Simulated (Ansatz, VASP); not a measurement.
## One calculation of AlCu3, two programs

The input POSCAR:

```
AlCu3
1.0
    0.0000000000      2.8880109880      2.8880109880
    2.8880109880      0.0000000000      2.8880109880
    2.8880109880      2.8880109880      0.0000000000
Al Cu
1 3
Direct
    0.0000000000      0.0000000000      0.0000000000
    0.5000000000      0.5000000000      0.5000000000
    0.2500000000      0.2500000000      0.2500000000
    0.7500000000      0.7500000000      0.7500000000
```

Contents of INCAR.step1:

```
  PREC = Accurate
  ENCUT = 520
  ISMEAR = 0
  SIGMA = 0.05
  LREAL = False
  LASPH = True
  NELM = 80
  NBANDS = 26
  GGA = PE
  ALGO = Normal
  EDIFF = 1E-4
  LWAVE = True
  LCHARG = False
```

The input INCAR.step2:

```
  PREC = Accurate
  ENCUT = 520
  EDIFF = 1E-7
  ISMEAR = 0
  SIGMA = 0.05
  LREAL = False
  LASPH = True
  NELM = 80
  ALGO = Normal
  ISIF = 2
  LWAVE = False
  LCHARG = False
  METAGGA = R2SCAN
  LMIXTAU = True
  NBANDS = 26
  ISTART = 1
```

File KPOINTS:

```
regular mesh
0
Gamma
  10 10 10
```

Input for Ansatz:

```yaml
crystal:
  lattice:
    - [0.0, 2.888010988, 2.888010988]
    - [2.888010988, 0.0, 2.888010988]
    - [2.888010988, 2.888010988, 0.0]
  atoms:
    - { symbol: Al, position: [0.0, 0.0, 0.0] }
    - { symbol: Cu, position: [0.5, 0.5, 0.5] }
    - { symbol: Cu, position: [0.25, 0.25, 0.25] }
    - { symbol: Cu, position: [0.75, 0.75, 0.75] }
basis:
  ecutwfc: 500
  fft_grid_basis: typed
kpoints:
  mp_grid: { grid: [10, 10, 10] }
hamiltonian:
  xc: r2scan
  pseudopotentials: { kind: paw }
scf:
  occupations: { method: gaussian, width: 0.05 }
output:
  forces: true
  stress: true
  eigenvalues: true
  bader: true
  write_density: true
  volumetric_format: npy
  elf: true
```

The cell comes from a database or a generator and needn't be the stable form of this composition.

Alike in both runs: task single point; functional r2SCAN; k mesh 10 × 10 × 10; occupations gaussian, width 0.05 eV; no spin polarisation.

```csv
,VASP,Ansatz
version,VASP 6.6.1,Ansatz 0.2.0
potentials or method,"VASP PAW PBE potentials, release 64 (Al, Cu)","scalar-relativistic, plane waves, PAW"
plane-wave cutoff (eV),520,500
valence electrons in the cell,36,60
```

Ansatz gave:

| Quantity | Value |
| --- | --- |
| gap on the k mesh at the Fermi level (eV) | none |
| pressure (GPa) | 0.5 |

Q: Which values does VASP return?

A: gap on the k mesh at the Fermi level (eV): none; pressure (GPa): 0.7.

A gap of «none» marks a metal or a gap that the smearing closes. The functional is the same, so the differences come from potentials, cutoffs and numerics. The two sets of potentials don't hold the same shells in valence.

Caveats: the PAW data sets were made with another functional, which shifts forces and pressure a little (VASP).
